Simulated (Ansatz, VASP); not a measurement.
TiB2 in VASP and in Ansatz

File INCAR:

```
  PREC = Accurate
  ENCUT = 520
  EDIFF = 1E-7
  ISMEAR = 0
  SIGMA = 0.15
  LREAL = False
  LASPH = True
  NELM = 60
  ALGO = Normal
  ISIF = 2
  LWAVE = False
  LCHARG = False
  GGA = PE
  NBANDS = 16
```

The input KPOINTS:

```
Automatic mesh
0
Gamma
  18 18 16
```

File POSCAR:

```
TiB2
1.0
    3.2005769157      0.0000000000      0.0000000000
   -1.6002884579      2.7717809158      0.0000000000
    0.0000000000      0.0000000000      2.8931563288
Ti B
1 2
Direct
    0.0000000000      0.0000000000      0.0000000000
    0.3333333333      0.6666666667      0.5000000000
    0.6666666667      0.3333333333      0.5000000000
```

Input for Ansatz:

```yaml
crystal:
  lattice:
    - [3.2005769157, 0.0, 0.0]
    - [-1.6002884579, 2.7717809158, 0.0]
    - [0.0, 0.0, 2.8931563288]
  atoms:
    - { symbol: Ti, position: [0.0, 0.0, 0.0] }
    - { symbol: B, position: [0.3333333333, 0.6666666667, 0.5] }
    - { symbol: B, position: [0.6666666667, 0.3333333333, 0.5] }
basis:
  ecutwfc: 420
kpoints:
  mp_grid: { grid: [18, 18, 16] }
hamiltonian:
  xc: pbe
scf:
  occupations: { method: gaussian, width: 0.15 }
output:
  forces: true
  stress: true
  eigenvalues: true
```

Alike in both runs: task single point; functional PBE; k mesh 18 × 18 × 16; occupations gaussian, width 0.15 eV; no spin polarisation.

|  | VASP | Ansatz |
| --- | --- | --- |
| version | VASP 6.6.1 | Ansatz 0.2.0 |
| potentials or method | VASP PAW PBE potentials, release 64 (Ti_sv, B) | scalar-relativistic, plane waves, PAW |
| plane-wave cutoff (eV) | 520 | 420 |
| valence electrons in the cell | 18 | 18 |

Ansatz gave:

* gap on the k mesh at the Fermi level (eV): none
* pressure (GPa): -2.8
* largest component of the traceless stress (GPa): 41.28

Which values does VASP return?

gap on the k mesh at the Fermi level (eV): none; pressure (GPa): -2.6; largest component of the traceless stress (GPa): 41.21.

A gap of «none» marks a metal or a gap that the smearing closes.
